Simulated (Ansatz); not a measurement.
**TaN: computed DOS**

```yaml
crystal:
  lattice:
    - [3.04800, 0.00000, 0.00000]
    - [-1.52400, 2.63965, 0.00000]
    - [0.00000, 0.00000, 4.91800]
  atoms:
    - { symbol: Ta, position: [0.00000, 0.00000, 0.00000] }
    - { symbol: Ta, position: [0.00000, 0.00000, 0.50000] }
    - { symbol: N, position: [0.33333, 0.66667, 0.25000] }
    - { symbol: N, position: [0.66667, 0.33333, 0.75000] }
```

The geometry is COD entry 1523630, unchecked; take it as a test cell.

No spin–orbit coupling, which matters for the heavy atoms here.

Computed with Ansatz 0.2.0, DFT, PBEsol, all-electron LAPW, scalar-relativistic.

Sampling and basis: a Γ-centred 9×9×5 k mesh, Fermi–Dirac smearing of 0.01 eV, basis error target 0.5 meV/atom, no spin polarisation.

States per eV and cell, averaged over 0.4 eV, from -9.8 to 5.2 eV, with energies (bin centres) from the Fermi level; empty bins are left out. The partial columns, the largest 4 alone, are projections on Löwdin-orthogonalised atomic shells (those that the program's projection atoms carry: the occupied ones and, for some elements, an empty d or f shell; other empty shells have no column), summed over atoms of an element. Weights on diffuse s and p shells depend on that basis and aren't pure angular character.

| E (eV) | total | Ta 5d | N 2p | Ta 6s | N 2s |
| --- | --- | --- | --- | --- | --- |
| -9.7 | 0.45 | 0.17 | 0.22 | 0.04 | 0.01 |
| -9.3 | 1.04 | 0.36 | 0.52 | 0.10 | 0.02 |
| -8.9 | 2.21 | 0.72 | 1.19 | 0.20 | 0.03 |
| -8.5 | 2.23 | 0.73 | 1.24 | 0.15 | 0.03 |
| -8.1 | 3.05 | 1.11 | 1.70 | 0.11 | 0.03 |
| -7.7 | 1.92 | 0.77 | 1.07 | 0.04 | 0.02 |
| -7.3 | 2.91 | 1.09 | 1.69 | 0.04 | 0.03 |
| -6.9 | 2.43 | 0.83 | 1.49 | 0.04 | 0.02 |
| -6.5 | 2.18 | 0.67 | 1.37 | 0.03 | 0.05 |
| -6.1 | 2.76 | 0.77 | 1.80 | 0.05 | 0.05 |
| -5.7 | 2.85 | 0.72 | 1.95 | 0.03 | 0.04 |
| -5.3 | 3.39 | 0.80 | 2.37 | 0.03 | 0.05 |
| -4.9 | 2.06 | 0.42 | 1.51 | 0.02 | 0.02 |
| -4.5 | 0.51 | 0.13 | 0.35 | 0.00 | 0.00 |
| -4.1 | 0.59 | 0.35 | 0.21 | 0.00 | 0.00 |
| -3.7 | 0.67 | 0.46 | 0.19 | 0.00 | 0.00 |
| -3.3 | 0.62 | 0.45 | 0.16 | 0.00 | 0.00 |
| -2.9 | 0.60 | 0.45 | 0.13 | 0.01 | 0.00 |
| -2.5 | 0.76 | 0.59 | 0.13 | 0.01 | 0.00 |
| -2.1 | 0.79 | 0.65 | 0.11 | 0.01 | 0.00 |
| -1.7 | 0.55 | 0.46 | 0.07 | 0.01 | 0.00 |
| -1.3 | 0.71 | 0.59 | 0.09 | 0.01 | 0.01 |
| -0.9 | 1.69 | 1.36 | 0.23 | 0.03 | 0.02 |
| -0.5 | 1.59 | 1.26 | 0.24 | 0.03 | 0.01 |
| -0.1 | 1.69 | 1.33 | 0.28 | 0.03 | 0.01 |
| 0.3 | 2.33 | 1.84 | 0.38 | 0.04 | 0.03 |
| 0.7 | 2.43 | 1.95 | 0.38 | 0.02 | 0.02 |
| 1.1 | 1.86 | 1.47 | 0.30 | 0.03 | 0.01 |
| 1.5 | 1.45 | 1.15 | 0.24 | 0.03 | 0.01 |
| 1.9 | 1.91 | 1.56 | 0.26 | 0.03 | 0.03 |
| 2.3 | 2.06 | 1.72 | 0.25 | 0.02 | 0.02 |
| 2.7 | 1.64 | 1.34 | 0.20 | 0.03 | 0.03 |
| 3.1 | 1.29 | 1.03 | 0.12 | 0.05 | 0.06 |
| 3.5 | 1.76 | 1.27 | 0.13 | 0.12 | 0.17 |
| 3.9 | 1.85 | 1.34 | 0.14 | 0.12 | 0.17 |
| 4.3 | 2.65 | 1.80 | 0.26 | 0.17 | 0.25 |
| 4.7 | 2.41 | 1.46 | 0.23 | 0.18 | 0.31 |
| 5.1 | 2.93 | 1.79 | 0.33 | 0.15 | 0.43 |

(1) Which of the resolved shells contributes most within 0.3 eV of the Fermi level?

(2) Where is the centre of the filled Ta 5d states between -14 eV and the top of the filled states?

Results:

(1) Ta 5d, with 79 % of all states there; N 2p follows with 16 %.

(2) -4.76 eV from the Fermi level.
